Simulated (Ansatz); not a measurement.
This geometry of CH3N2O (7 atoms, charge -1, multiplicity 1) is a first-order saddle point.

All numbers below come from RKS r2SCAN-D4/6-31G* in Ansatz.

```xyz
7
Properties=species:S:1:pos:R:3
N -0.883 1.026 -0.341
C -0.293 -0.163 -0.244
N 0.880 -0.137 0.567
O -0.583 -1.294 -0.737
H -1.697 0.842 -0.939
H 1.181 0.718 1.006
H 1.395 -0.992 0.687
```

(1) Which two structures does it join? (They come from a converged band through this point; their orientation in space is the band's.)

(2) How far does it lie above each of them?

Answers

(1) No bond is made or broken. The height of N3 over the plane of its neighbours goes from 0.40 to -0.40 Å. The two ends are copies of one structure, up to a mirror image or an exchange of like atoms.

First end point:

```xyz
7
Properties=species:S:1:pos:R:3
N -0.851 1.017 -0.321
C -0.234 -0.158 -0.298
N 1.080 -0.090 0.347
O -0.561 -1.295 -0.741
H -1.715 0.830 -0.846
H 1.063 0.670 1.026
H 1.217 -0.974 0.833
```

Last end point:

```xyz
7
Properties=species:S:1:pos:R:3
N -0.862 1.013 -0.305
C -0.318 -0.190 -0.174
N 0.751 -0.219 0.827
O -0.566 -1.297 -0.732
H -1.620 0.867 -0.985
H 1.168 0.711 0.874
H 1.447 -0.884 0.496
```

(2) 4.2 kcal/mol above the first and 4.2 kcal/mol above the second. This is the barrier of this one path; another mechanism may lie lower. Limits of this set-up: an anion without diffuse functions, the dipole of an ion depends on the origin.

The run took 2.3 min on 1 thread of Arm Neoverse V1, on a shared host, peak memory 0.12 GiB.
